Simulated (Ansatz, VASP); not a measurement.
# GaAs: VASP beside Ansatz

```
Ga As
1.0
     0.00000    2.35373    2.35373
     2.35373    0.00000    2.35373
     2.35373    2.35373    0.00000
Ga As
1 1
Direct
  0.00000 0.00000 0.00000
  0.25000 0.25000 0.25000
```

Change from the starting cell: volume scaled by 0.55, crystal datasets.

Alike in both runs: task single point; functional PBE; k mesh 13 × 13 × 13; occupations fermi-dirac, width 0.05 eV; no spin polarisation.

|  | VASP | Ansatz |
| --- | --- | --- |
| version | VASP 6.6.1 | Ansatz 0.2.0 |
| potentials or method | VASP PAW PBE potentials, release 64 (Ga_d, As), cutoff 520 eV | all-electron PAW with datasets made for the crystal, scalar-relativistic |

VASP gave:

```
pressure (GPa) : 140.2
```

Question: Estimate Ansatz's values.

Answer: Pressure (GPa): 138.9.

Ansatz ran all-electron here, so the differences hold the error of VASP's frozen core and of both bases.

Caveats: the cell as given lies far from equilibrium; so large a pressure means that the cell lies far from this level's equilibrium, or that cutoff or potentials fall short (VASP).
